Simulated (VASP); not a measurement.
**From VASP inputs to Ansatz: PbS (rocksalt)**

INCAR

```
LREAL = .FALSE.
EDIFF = 1E-7
LCHARG = .FALSE.
LASPH = .TRUE.
SIGMA = 0.02
ISIF = 2
NSW = 0
NELM = 120
PREC = Accurate
ENCUT = 520
LWAVE = .FALSE.
IBRION = -1
NBANDS = 17
ISMEAR = -1
GGA = PE
```

KPOINTS

```
KPOINTS created by Atomic Simulation Environment
0
Gamma
8 8 8
0 0 0
```

KPOINTS_OPT

```
special points
7
Reciprocal
0.0000000000 0.0000000000 0.0000000000 1
0.5000000000 0.0000000000 0.5000000000 1
0.6250000000 0.2500000000 0.6250000000 1
0.3750000000 0.3750000000 0.7500000000 1
0.5000000000 0.5000000000 0.5000000000 1
0.5000000000 0.2500000000 0.7500000000 1
0.0000000000 0.0000000000 0.5000000000 1
```

POSCAR

```
Pb S
 1.0000000000000000
     0.0000000000000000    2.9872326761987287    2.9872326761987287
     2.9872326761987287   -0.0000000000000000    2.9872326761987287
     2.9872326761987287    2.9872326761987287   -0.0000000000000000
 Pb  S
   1   1
Cartesian
  0.0000000000000000  0.0000000000000000  0.0000000000000000
  2.9872326761987287  2.9872326761987287  2.9872326761987287
```

VASP ran with the recommended PBE PAW datasets (20 valence electrons in the cell).

Translate these files to an Ansatz input.



```yaml
crystal:
  lattice:
    - [0.0, 2.9872326762, 2.9872326762]
    - [2.9872326762, 0.0, 2.9872326762]
    - [2.9872326762, 2.9872326762, 0.0]
  atoms:
    - { symbol: Pb, position: [0.0, 0.0, 0.0] }
    - { symbol: S, position: [0.5, 0.5, 0.5] }
kpoints:
  mp_grid: { grid: [8, 8, 8] }
  band_path:
    path:
      - [0.0, 0.0, 0.0]
      - [0.5, 0.0, 0.5]
      - [0.625, 0.25, 0.625]
      - [0.375, 0.375, 0.75]
      - [0.5, 0.5, 0.5]
      - [0.5, 0.25, 0.75]
      - [0.0, 0.0, 0.5]
    npoints: 1
hamiltonian:
  xc: pbe
scf:
  occupations: { method: fermi_dirac, width: 0.02 }
  n_extra_bands: 4
output:
  forces: true
  stress: true
  eigenvalues: true
```

Other inputs would serve too.

```json
{"": "gap between bands v and c", "VASP": "0.44 eV", "Ansatz": "0.43 eV"}
{"": "least direct gap", "VASP": "0.44 eV", "Ansatz": "0.43 eV"}
{"": "pressure", "VASP": "0.9 GPa", "Ansatz": "0.9 GPa"}
```

The two codes use different PAW datasets and cutoffs. VASP's cell holds 20 valence electrons and Ansatz's 20. Ansatz's stress includes a Pulay correction; VASP's doesn't.
